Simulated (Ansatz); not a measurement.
## W: equation of state with PBEsol

The system is W.

```
W
1.0
    -1.58234    1.58234    1.58234
     1.58234   -1.58234    1.58234
     1.58234    1.58234   -1.58234
W
1
Cartesian
  0.0000 0.0000 0.0000
```

* Program: Ansatz 0.2.0
* Task: equation of state
* Functional: PBEsol
* Potentials or basis: Ansatz PAW
* Cutoff: 420 eV
* Density cutoff: 1680 eV
* k mesh: 12 × 12 × 12
* Occupations: fermi-dirac, width 0.05 eV
* Spin: no spin polarisation

* Equilibrium volume: 15.69 Å³/atom
* Bulk modulus: 317 GPa
* Pressure derivative of the bulk modulus: 3.8

Energy against volume, from the lowest point:
| volume (Å³/atom) | energy (meV/atom) |
| --- | --- |
| 14.897 | 42.25 |
| 15.214 | 13.92 |
| 15.531 | 0.30 |
| 15.848 | 0.00 |
| 16.165 | 11.82 |
| 16.482 | 34.62 |
| 16.798 | 67.37 |

All runs of the series together: 4 s on 2 threads of Arm Neoverse V2 (shared host).

The run has no spin-orbit coupling, so splittings on W are missing.
